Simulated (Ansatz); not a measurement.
The calculation used DFT PBE, scalar-relativistic, plane waves, PAW (Ansatz). All cells share a 420 eV cutoff and Γ-centred k meshes spaced at most about 0.3 Å⁻¹ (2π included). No spin polarisation.

Temperature and zero-point effects are left out.

Two forms of NaI were relaxed alike.

A.

```
CELL_PARAMETERS angstrom
5.15075 0.00000 0.00000
-2.57538 4.46068 0.00000
0.00000 0.00000 7.97323
ATOMIC_POSITIONS crystal
Na 0.33333 0.66667 0.38161
Na 0.66667 0.33333 0.88161
I 0.33333 0.66667 0.99153
I 0.66667 0.33333 0.49153
```

B.

```
CELL_PARAMETERS angstrom
4.55345 0.00000 0.00000
0.00000 4.32550 0.00000
0.00000 0.00000 8.37318
ATOMIC_POSITIONS crystal
Na 0.25000 0.50000 0.25106
Na 0.75000 0.50000 0.74894
I 0.25000 0.00000 0.75058
I 0.75000 0.00000 0.24942
```

Question: Which form is favoured at zero pressure, and by what margin per atom?

Answer: A is lower, by 73 meV/atom. A has the wurtzite type, space group P6_3mc (No. 186), 45.8 Å³/atom and a gap of 3.70 eV on its mesh; B has space group Pmma (No. 51), 41.2 Å³/atom and a gap of 2.96 eV. In A, around Na lie 4 I at 3.10–3.11 Å; I has 4 Na at 3.10–3.11 Å. In B, Na has 4 I at 3.14 Å; I is surrounded by 4 Na at 3.14 Å. Origin: A, invented; B, reached from a Materials Project cell. The lowest form computed isn't among them: it has the rock salt type, space group Fm-3m (No. 225), 34.8 Å³/atom, is reached from a cell as deposited in COD and lies 43 meV/atom below the best shown. Checks on A: no imaginary mode on a 2×2×1 q mesh.

No dispersion correction is applied, so the spacing and binding between layers, chains or molecules are poorly described (Pmma), and this can change margins and order among such cells. Spin–orbit coupling, which can matter for I, is left out. Kohn–Sham gaps at this level usually fall short of measured ones. The missing spin–orbit coupling can work the other way here. Some structure types and database cells were kept out of the candidates from the start, so a known form may be missing.
